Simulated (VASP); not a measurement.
# How a change of volume changes InSb (F-43m)

How do the elastic response and the band edges of InSb follow a change of volume?

Calculated with VASP 6.6.1; PBEsol; plane waves and PAW (In_d, Sb), in the first sound run; inputs show where later runs differ.

## (1) Starting point

The structure is cubic, space group F-43m (No. 216). Conventional cell: a = 6.479 Å, b = 6.479 Å, c = 6.479 Å, α = 90.00°, β = 90.00°, γ = 90.00°. Nearest to In lie 4 Sb at 2.81 Å. Nearest to Sb lie 4 In at 2.81 Å. Farther neighbours are not listed.

## (2) Relax the crystal, PBEsol

The series starts from the cell that this level prefers, so that zero strain is near zero stress.

This step took 2 runs in a row; the last is shown.

Level: PBEsol; plane waves and PAW (In_d, Sb).

INCAR reads:

```
SYSTEM = InSb
PREC = Accurate
ENCUT = 450
EDIFF = 1E-07
NELM = 120
ISMEAR = 0
SIGMA = 0.02
LREAL = .FALSE.
ALGO = Normal
GGA = PS
NBANDS = 15
LASPH = .TRUE.
LORBIT = 11
LWAVE = .FALSE.
LCHARG = .FALSE.
KPAR = 24
IBRION = 2
NSW = 40
ISIF = 3
EDIFFG = -0.005
POTIM = 0.4
```

POSCAR reads:

```
InSb
1.0
    0.0000000000      3.2608859947      3.2608859947
    3.2608859947      0.0000000000      3.2608859947
    3.2608859947      3.2608859947      0.0000000000
In Sb
1 1
Direct
    0.0000000000      0.0000000000      0.0000000000
    0.2500000000      0.2500000000      0.2500000000
```

KPOINTS reads:

```
Automatic mesh
0
Gamma
8 8 8
0 0 0
```

Potentials, in the order of the species: In_d and Sb (PBE family, release 64).

Started as:

```console
$ mpirun -np 24 vasp_std
```

The log of the run:

```text
[banner, memory and clock lines left out]
running   24 mpi-ranks, on    1 nodes
[...]
|                                                                             |
|           W    W    AA    RRRRR   N    N  II  N    N   GGGG   !!!           |
|           W    W   A  A   R    R  NN   N  II  NN   N  G    G  !!!           |
|           W    W  A    A  R    R  N N  N  II  N N  N  G       !!!           |
|           W WW W  AAAAAA  RRRRR   N  N N  II  N  N N  G  GGG   !            |
|           WW  WW  A    A  R   R   N   NN  II  N   NN  G    G                |
|           W    W  A    A  R    R  N    N  II  N    N   GGGG   !!!           |
|                                                                             |
|     For optimal performance we recommend to set                             |
|       NCORE = 2 up to number-of-cores-per-socket                            |
|     NCORE specifies how many cores store one orbital (NPAR=cpu/NCORE).      |
|     This setting can greatly improve the performance of VASP for DFT.       |
[...]
|     You enforced a specific xc type in the INCAR file but a different       |
|     [... a line on the potential file left out ...]
|     I HOPE YOU KNOW WHAT YOU ARE DOING!                                     |
|                                                                             |

 LDA part: xc-table for (Slater+PW92), standard interpolation
 POSCAR, INCAR and KPOINTS ok, starting setup
[...]
entering main loop
       N       E                     dE             d eps       ncg     rms          rms(c)
DAV:   1     0.109302008063E+03    0.10930E+03   -0.73916E+03   870   0.106E+03
DAV:   2    -0.525982123723E+00   -0.10983E+03   -0.10683E+03   919   0.277E+02
DAV:   3    -0.763874222150E+01   -0.71128E+01   -0.70817E+01  1108   0.755E+01
DAV:   4    -0.782722606800E+01   -0.18848E+00   -0.18838E+00  1080   0.143E+01
[...]
DAV:  11    -0.769585218258E+01   -0.21065E-04   -0.36290E-05   975   0.516E-02    0.226E-02
DAV:  12    -0.769585279660E+01   -0.61402E-06   -0.13049E-06  1070   0.963E-03    0.597E-03
DAV:  13    -0.769585275077E+01    0.45829E-07   -0.60730E-07  1024   0.604E-03
   1 F= -.76958528E+01 E0= -.76958226E+01  d E =-.769585E+01
[...]
reached required accuracy - stopping structural energy minimisation
```

It took 5.6 s on 24 MPI ranks of Intel Xeon Platinum 8488C (Sapphire Rapids), shared host; peak memory 4.8 GiB; 89 s of CPU time.

The logs omit lines about the potential files and the build; timing stands in the text.

OUTCAR, selected parts (step 2):

```text
  Total       -0.0015933     -0.0015933     -0.0015933      0.0000000      0.0000000     -0.0000000
  in kB       -0.0368111     -0.0368111     -0.0368111      0.0000000      0.0000000     -0.0000000
  external PRESSURE =      -0.0368111 kB  Pullay stress =       0.0000000 kB

 POSITION                                       TOTAL-FORCE (eV/Angst)
 -----------------------------------------------------------------------------------
      0.00000      0.00000      0.00000         0.000000      0.000000      0.000000
      1.63044      1.63044      1.63044        -0.000000     -0.000000     -0.000000
 -----------------------------------------------------------------------------------
    total drift:                               -0.000000     -0.000000     -0.000000

  FREE ENERGIE OF THE ION-ELECTRON SYSTEM (eV)
  ---------------------------------------------------
  free  energy   TOTEN  =        -7.6958527508 eV

  energy  without entropy=       -7.6957924921  energy(sigma->0) =       -7.69582262

 reached required accuracy - stopping structural energy minimisation

[... 3 further parts left out ...]
[key lines of the parts left out:]
E-fermi :   4.7638
```

This run gave:

```
energy(sigma→0) of the program : -7.6958 eV
stress, compression positive   : xx, yy, zz 0.00, 0.00, 0.00 GPa
volume                         : 69.348 Å³
ionic steps                    : 1
```

## (3) Relax at fixed volume, PBEsol

One member in full: the volume is scaled by 1.02, and the cell is held.

Level: PBEsol; plane waves and PAW (In_d, Sb).

Edit INCAR of step 2 so:

```diff
@@ -15,7 +15,8 @@
 LCHARG = .FALSE.
-KPAR = 24
+KPAR = 6
 IBRION = 2
 NSW = 40
-ISIF = 3
-EDIFFG = -0.005
+ISIF = 2
+EDIFFG = -0.004
 POTIM = 0.4
+MAXMIX = 40
```

POSCAR reads:

```
InSb
1.0
    0.0000000000      3.2824818956      3.2824818956
    3.2824818956      0.0000000000      3.2824818956
    3.2824818956      3.2824818956      0.0000000000
In Sb
1 1
Direct
    0.0000000000      0.0000000000      0.0000000000
    0.2500000000      0.2500000000      0.2500000000
```

KPOINTS is that of step 2.

Started as:

```console
$ mpirun -np 6 vasp_std
```

The log of the run:

```text
[banner, memory and clock lines left out]
running    6 mpi-ranks, on    1 nodes
[...]
[... a notice as in an earlier step ...]

 [... a notice as in an earlier step ...]

 LDA part: xc-table for (Slater+PW92), standard interpolation
 POSCAR, INCAR and KPOINTS ok, starting setup
[...]
entering main loop
       N       E                     dE             d eps       ncg     rms          rms(c)
DAV:   1     0.106845448103E+03    0.10685E+03   -0.73940E+03   870   0.107E+03
DAV:   2    -0.917211854174E+00   -0.10776E+03   -0.10505E+03   933   0.271E+02
DAV:   3    -0.763576929260E+01   -0.67186E+01   -0.66924E+01  1066   0.737E+01
DAV:   4    -0.781999750250E+01   -0.18423E+00   -0.18412E+00  1107   0.144E+01
[...]
DAV:  11    -0.769231102466E+01   -0.21818E-04   -0.37131E-05   961   0.509E-02    0.208E-02
DAV:  12    -0.769231159925E+01   -0.57460E-06   -0.11339E-06  1106   0.874E-03    0.594E-03
DAV:  13    -0.769231158987E+01    0.93837E-08   -0.62066E-07  1010   0.618E-03
   1 F= -.76923116E+01 E0= -.76922815E+01  d E =-.769231E+01
[...]
reached required accuracy - stopping structural energy minimisation
```

Run time: 6.8 s. Hardware: 6 MPI ranks; peak memory 1.1 GiB; 29 s of CPU time.

From OUTCAR (step 3):

```text
  Total       -0.3585380     -0.3585380     -0.3585380      0.0000000      0.0000000     -0.0000000
  in kB       -8.1209853     -8.1209853     -8.1209853      0.0000000      0.0000000     -0.0000000
  external PRESSURE =      -8.1209853 kB  Pullay stress =       0.0000000 kB

 POSITION                                       TOTAL-FORCE (eV/Angst)
 -----------------------------------------------------------------------------------
      0.00000      0.00000      0.00000        -0.000000     -0.000000     -0.000000
      1.64124      1.64124      1.64124         0.000000      0.000000      0.000000
 -----------------------------------------------------------------------------------
    total drift:                               -0.000000     -0.000000     -0.000000

  FREE ENERGIE OF THE ION-ELECTRON SYSTEM (eV)
  ---------------------------------------------------
  free  energy   TOTEN  =        -7.6923115899 eV

  energy  without entropy=       -7.6922513312  energy(sigma->0) =       -7.69228146

[... 2 parts as in an earlier step ...]

[... 2 further parts left out ...]
[key lines of the parts left out:]
E-fermi :   4.5618
```

This run gave:

- energy(sigma→0) of the program: -7.6923 eV
- stress, compression positive: xx, yy, zz -0.81, -0.81, -0.81 GPa
- ionic steps: 1

## (4) Band edges, HSE06 with spin-orbit coupling

Short lines in KPOINTS_OPT sample the zone centre, for masses, and the other valleys.

Level: HSE06, spin-orbit coupling; plane waves and PAW (In_d, Sb).

INCAR reads:

```
SYSTEM = InSb
PREC = Accurate
ENCUT = 450
EDIFF = 1E-06
NELM = 100
ISMEAR = 0
SIGMA = 0.02
LREAL = .FALSE.
ALGO = Normal
LHFCALC = .TRUE.
AEXX = 0.25
GGA = PE
HFSCREEN = 0.2
LASPH = .TRUE.
LNONCOLLINEAR = .TRUE.
MAGMOM = 0 0 0 0 0 0
NBANDS = 28
GGA_COMPAT = .FALSE.
LSORBIT = .TRUE.
PRECFOCK = Fast
LWAVE = .FALSE.
LCHARG = .FALSE.
KPAR = 6
```

POSCAR is that of step 3.

KPOINTS reads:

```
Automatic mesh
0
Gamma
4 4 4
0 0 0
```

KPOINTS_OPT reads:

```
Line mode
6
Line-mode
Reciprocal
  0.00000000   0.00000000   0.00000000
  0.02612116   0.02612116  -0.00000000

  0.00000000   0.00000000   0.00000000
  0.00000000  -0.02612116  -0.02612116

  0.31000000   0.31000000   0.00000000
  0.50000000   0.50000000   0.00000000

  0.00000000   0.31000000   0.31000000
  0.00000000   0.50000000   0.50000000

  0.45000000   0.45000000   0.45000000
  0.50000000   0.50000000   0.50000000

  0.45000000   0.00000000   0.00000000
  0.50000000   0.00000000   0.00000000

  0.42500000   0.42500000   0.00000000
  0.42500000   0.45112116   0.02612116

  0.50000000   0.50000000   0.50000000
  0.48152955   0.51847045   0.50000000
```

Started as:

```console
$ mpirun -np 6 vasp_ncl
```

The log of the run:

```text
[banner, memory and clock lines left out]
running    6 mpi-ranks, on    1 nodes
[...]
[... a notice as in an earlier step ...]

 LDA part: xc-table for (Slater+PW92), standard interpolation
 found WAVECAR, reading the header
 POSCAR, INCAR and KPOINTS ok, starting setup
[...]
reading WAVECAR
 the WAVECAR file was read successfully
 initial charge from wavefunction
 entering main loop
       N       E                     dE             d eps       ncg     rms          rms(c)
DAV:   1    -0.844356396900E+01   -0.84436E+01   -0.21993E+00   748   0.141E+01    0.181E+01
DAV:   2    -0.845908852515E+01   -0.15525E-01   -0.65318E-02   684   0.238E+00    0.118E+01
DAV:   3    -0.845874589286E+01    0.34263E-03   -0.57439E-03   776   0.945E-01    0.769E+00
DAV:   4    -0.845836622118E+01    0.37967E-03   -0.51281E-04   664   0.287E-01    0.465E+00
[...]
DAV:  13    -0.845813427314E+01   -0.20609E-05   -0.10826E-07   324   0.313E-03    0.435E-02
DAV:  14    -0.845813552350E+01   -0.12504E-05   -0.58718E-08   300   0.229E-03    0.255E-02
DAV:  15    -0.845813636929E+01   -0.84579E-06   -0.30363E-08   296   0.171E-03
   1 F= -.84581364E+01 E0= -.84581329E+01  d E =-.695473E-05  mag=    -0.0000    -0.0000    -0.0000
 Start KPOINTS_OPT (optional k-point list driver)
k-point batch [1-10\48]
       N       E                     dE             ncg
DAV:   1     0.665790229377E+03    0.59382E+03      560
DAV:   2    -0.898407715050E+03   -0.15642E+04      580
DAV:   3    -0.107525037417E+04   -0.17684E+03      716
DAV:   4    -0.108720315733E+04   -0.11953E+02      620
DAV:   5    -0.108764295135E+04   -0.43979E+00      824
DAV:   6    -0.108765021011E+04   -0.72588E-02      696
DAV:   7    -0.108765043317E+04   -0.22306E-03      816
DAV:   8    -0.108765043818E+04   -0.50124E-05      640
DAV:   9    -0.108765043832E+04   -0.13246E-06      360
[...]
k-point batch [41-48\48]
       N       E                     dE             ncg
DAV:   1     0.135528039801E+04   -0.30325E+04      448
DAV:   2     0.976016019378E+02   -0.12577E+04      468
DAV:   3    -0.330799779238E+02   -0.13068E+03      504
DAV:   4    -0.388920585976E+02   -0.58121E+01      528
DAV:   5    -0.391986258001E+02   -0.30657E+00      688
DAV:   6    -0.392044004501E+02   -0.57746E-02      584
DAV:   7    -0.392045772973E+02   -0.17685E-03      688
DAV:   8    -0.392045808811E+02   -0.35839E-05      552
DAV:   9    -0.392045809916E+02   -0.11042E-06      352
```

Wall time 18 min (6 MPI ranks); peak memory 2.6 GiB; 1.7 h of CPU time.

Parts of OUTCAR (step 4):

```text
  LATTYP: Found a face centered cubic cell.
 ALAT       =     6.5649637912

 Subroutine GETGRP returns: Found 24 space group operations
 (whereof 24 operations were pure point group operations)

The static configuration has the point symmetry T_d .

 Found     10 irreducible k-points:

   k-points           NKPTS =     10   k-points in BZ     NKDIM =     64   number of bands    NBANDS=     28

   dimension x,y,z NGX =    32 NGY =   32 NGZ =   32
   dimension x,y,z NGXF=    64 NGYF=   64 NGZF=   64

   ENCUT  =  450.0 eV  33.07 Ry    5.75 a.u.   8.03  8.03  8.03*2*pi/ulx,y,z

   NELECT =      18.0000    total number of electrons

  exchange ACFDT corr.  =         0.00000000  see jH, gK, PRB 81, 115126

 E-fermi :   4.5852

 k-point     1 :       0.0000    0.0000    0.0000
  band No.  band energies     occupation
    ...
     14       3.8179      1.00000
     15       4.5424      0.99878
     16       4.5424      0.99878
     17       4.5424      0.99877
     18       4.5424      0.99877
     19       4.6250      0.00245
     20       4.6250      0.00245
     21       7.6904      0.00000
     22       7.6904      0.00000
     23       8.0938      0.00000
    ...

 k-point     2 :       0.2500    0.0000    0.0000
  band No.  band energies     occupation
    ...
     14       0.5691      1.00000
     15       3.4711      1.00000
     16       3.4711      1.00000
     17       3.9313      1.00000
     18       3.9385      1.00000
     19       5.7476      0.00000
     20       5.7476      0.00000
     21       8.5880      0.00000
     22       8.5880      0.00000
     23       8.8313      0.00000
    ...

 POSITION                                       TOTAL-FORCE (eV/Angst)
 -----------------------------------------------------------------------------------
      0.00000      0.00000      0.00000        -0.000000     -0.000000     -0.000000
      1.64124      1.64124      1.64124         0.000000      0.000000      0.000000
 -----------------------------------------------------------------------------------
    total drift:                                0.000006     -0.000001      0.000001

  FREE ENERGIE OF THE ION-ELECTRON SYSTEM (eV)
  ---------------------------------------------------
  free  energy   TOTEN  =        -8.4581363693 eV

  energy  without entropy=       -8.4581294146  energy(sigma->0) =       -8.45813289

 Spin-Orbit-Coupling matrix elements
 Ion:    1  E_soc:     -0.0679744
 Ion:    2  E_soc:     -0.1173338

[... 1 part as in an earlier step ...]

[... 7 further parts left out ...]
```

This run gave:

| Property | Result |
| --- | --- |
| energy(sigma→0) of the program | -8.4581 eV |

## (5) All members

Hybrid runs start from orbitals of a short PBEsol run, not shown.

The other members went through these steps as far as the tables show, with the same cutoff and, step by step, the same mesh; 20 runs are not shown. The session took 17 core hours (wall time by ranks) on a shared machine.

| volume over the relaxed volume | volume (Å³/atom) | pressure (GPa) | energy above the unstrained row (meV/atom) |
| --- | --- | --- | --- |
| 0.940 | 32.594 | 3.076 | 18.877 |
| 0.960 | 33.287 | 1.933 | 8.068 |
| 0.980 | 33.981 | 0.911 | 1.945 |
| 1 | 34.674 | -0.004 | 0.000 |
| 1.020 | 35.368 | -0.812 | 1.771 |
| 1.040 | 36.061 | -1.527 | 6.843 |
| 1.060 | 36.755 | -2.163 | 14.836 |

A cubic of the pressure in ln(V/V₀) through all rows has the slope −B at V₀: B = 43 GPa, and its curvature gives B′ = 4.9.

Band edges at HSE06 with spin-orbit coupling, counted from the valence-band top at Γ, spin-orbit pairs averaged, with one row partly withheld:

| volume over the relaxed volume | gap (eV) | conduction band at Γ (eV) | Δ or X valley along z (eV) | lowest conduction level at L, [111] (eV) | second valence level below the top (eV) | third valence level below the top (eV) |
| --- | --- | --- | --- | --- | --- | --- |
| 0.940 | 0.624 | 0.624 | 1.507 | 1.059 | 0.000 | 0.745 |
| 0.960 | ? | ? | 1.537 | 1.012 | 0.000 | 0.740 |
| 0.980 | 0.346 | 0.346 | 1.564 | 0.966 | 0.000 | 0.734 |
| 1 | 0.213 | 0.213 | 1.588 | 0.921 | 0.000 | 0.729 |
| 1.020 | 0.083 | 0.083 | 1.609 | 0.878 | 0.000 | 0.724 |

## (6) Working out the slope

The quantity to fit is the conduction level at Γ above the mean of the three top valence levels at HSE06 with spin-orbit coupling: 0.873, 0.591, 0.456, 0.324 eV in the rows shown.

A least-squares parabola through the 4 rows shown, with u the logarithm of the volume ratio: E = 0.9852 u² − 6.674 u + 0.4558 (eV), r.m.s. residual 8.6e-6 eV.

At u = -0.04082 this predicts 0.7300 eV.

## (7) Prediction against calculation

The calculation gives 0.7300 eV, so the prediction is right to the last digit shown.

## (8) What came out

```json
{
  "bulk modulus": "43 GPa",
  "gap of the unstrained cell, HSE06 with spin-orbit coupling": "0.21 eV",
  "dE/d ln V of the conduction level at Γ above the mean of the three top valence levels, HSE06 with spin-orbit coupling": "-6.67 eV",
  "error of the predicted row": "0.0 meV"
}
```

**Reading.** At HSE06 with spin-orbit coupling the lowest conduction valley is Γ throughout, and the gap runs between 0.08 and 0.62 eV. At HSE06 with spin-orbit coupling the gap falls under 0.05 eV in some or all rows, where bands may have changed order, so 2 rows at and beyond those points are left out of its table. The gap at PBEsol is under 0.05 eV in some or all rows and is left out; the elastic columns come from such cells and can be uneven. Hole masses are left out throughout, since the top bands are degenerate or cross in many series; of conduction masses, those of the Γ, L and (for Si and Ge under (001) strain) Δ valleys are kept where they change by under an eighth between rows. HSE06 ran on a coarser mesh than the semilocal levels. Δ or X levels are the lowest on their line, refined by a parabola unless they lie at X; the gap is read from all points sampled and can differ from the lowest valley by some meV, or by tens of meV where strain moves the valence top off Γ. Temperature, zero-point motion and excitons are left out.

[Lines on the potential files, build, host, timing and source positions are cut from VASP's logs without a mark.]

[Logs are printed without paths, hosts, clocks, repeated set-up lines and the standing remarks that a program may print on its own settings, such as how far it seeks lower states.]

[Hosts, paths, dates, database ids (printed as entryN), source tags and the programs' standing remarks are cut or masked in the printed files.]

[In band tables of VASP the shares of atoms and orbitals are scaled to a sum of 1 inside the atoms' spheres.]
